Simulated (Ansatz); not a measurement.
Space group F-43m (No. 216). a = 5.926 Å, b = 5.926 Å, c = 5.926 Å, α = 90.00°, β = 90.00°, γ = 90.00°
```csv
atom,site,symmetry,x,y,z
Cd,4a,-43m,0.0000,0.0000,0.0000
S,4d,-43m,0.2500,0.2500,0.7500
```

Equation of state of this CdS structure (not necessarily the ground state), with shape and atoms relaxed at each volume where symmetry leaves them free. Method: DFT PBE, scalar-relativistic, plane waves, PAW (Ansatz 0.2.0).

Plane waves to 420 eV, a k mesh through Γ of 8×8×8 on the computed 2-atom cell and Gaussian smearing (0.02 eV); no spin polarisation.

```
V (Å³/atom) E − E(largest V) (meV/atom) P (GPa) gap on mesh (eV)
     24.458                         3.64     3.82              1.18
     25.238                        -9.78     1.75              1.11
     26.019                       -13.95     0.01              1.04
     26.799                       -10.28    -1.47              0.98
     27.580                         0.00    -2.72              0.91
```

Problem. Fit a third-order Birch–Murnaghan equation to E(V).

Solution. V0 = 26.02 Å³/atom, B0 = 53 GPa, B0' = 4.6.

This zinc-blende form isn't the usual stable structure of the compound.